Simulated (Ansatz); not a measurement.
# TiO2: the cost of one run

Program: Ansatz 0.2.0. Level of theory: DFT PBE+U, scalar-relativistic, plane waves, PAW. These are calculated values, not measurements.

**1. The structure to begin with**

Symmetry: P1, No. 1, triclinic system. Conventional cell: a = 2.968 Å, b = 4.708 Å, c = 7.241 Å, α = 88.08°, β = 78.18°, γ = 90.00°. Ti (site symmetry 1) is surrounded by 6 O at 1.95 to 1.98 Å. Ti (site symmetry 1) has 6 O at 1.96 to 1.97 Å as nearest neighbours. O (site symmetry 1) has 3 Ti at 1.96 Å as nearest neighbours. O (site symmetry 1) is surrounded by 3 Ti at 1.95 to 1.98 Å. O (site symmetry 1) is surrounded by 3 Ti at 1.97 Å. Only part of the 9 independent sites is listed.

Structure file:

```xyz
9
Lattice="2.9683 0.0000 0.0000 0.0002 4.7076 0.0000 1.4836 0.2424 7.0835" Properties=species:S:1:pos:R:3 pbc="T T T"
Ti    2.9797    2.6161    4.8486
Ti    1.4933    2.3377    2.2452
Ti    0.0111    0.0020    0.0050
O     2.9811    4.0496    6.1826
O     1.4963    3.4427    3.8925
O     2.9804    3.3042    1.3825
O     1.4967    1.6498    5.7110
O     2.9795    1.5111    3.2009
O     1.4969    0.9041    0.9105
```

Source of the structure: the Materials Project (structure only).

(A quick probe on a coarse mesh, which set the mesh and smearing, is not shown.)

**3. The relaxation**

File input.yaml:

```yaml
crystal:
  lattice:
    - [2.9682645463, 0.0, 0.0]
    - [0.0002080834, 4.7076067549, 0.0]
    - [1.4835696211, 0.242353462, 7.0834647979]
  atoms:
    - { symbol: Ti, position: [0.66170814, 0.52047436, 0.68449636] }
    - { symbol: Ti, position: [0.34464021, 0.48025965, 0.31695987] }
    - { symbol: Ti, position: [0.00337187, 0.00038881, 0.00070319] }
    - { symbol: O, position: [0.56802567, 0.81530006, 0.87282718] }
    - { symbol: O, position: [0.22940715, 0.70300728, 0.54951473] }
    - { symbol: O, position: [0.90649721, 0.69183699, 0.19517157] }
    - { symbol: O, position: [0.10123624, 0.30895342, 0.80624322] }
    - { symbol: O, position: [0.77792634, 0.29772875, 0.45187807] }
    - { symbol: O, position: [0.44003816, 0.18543769, 0.1285388] }
basis:
  ecutwfc: 420
kpoints:
  mp_grid: { grid: [8, 6, 8] }
hamiltonian:
  xc: pbe
  hubbard: { sites: [{ species: Ti, l: d, u_eff: 4.0 }] }
scf:
  occupations: { method: gaussian, width: 0.02 }
output:
  forces: true
  stress: true
  eigenvalues: true
relax:
  adjacent_minimum: "off"
  f_tol: 0.005
  max_steps: 80
  cell: { stress_tol: 0.05 }
```

On the command line:

```console
$ ansatz run input.yaml --threads 2 --pin off --max-ram 5120MiB --backend cpu --events-out ev --progress --plain --runs-dir out
```

What time and memory should one allow on 2 threads of Arm Neoverse V1, shared host?

About 9.2 min, with a peak of 1.4 GiB.
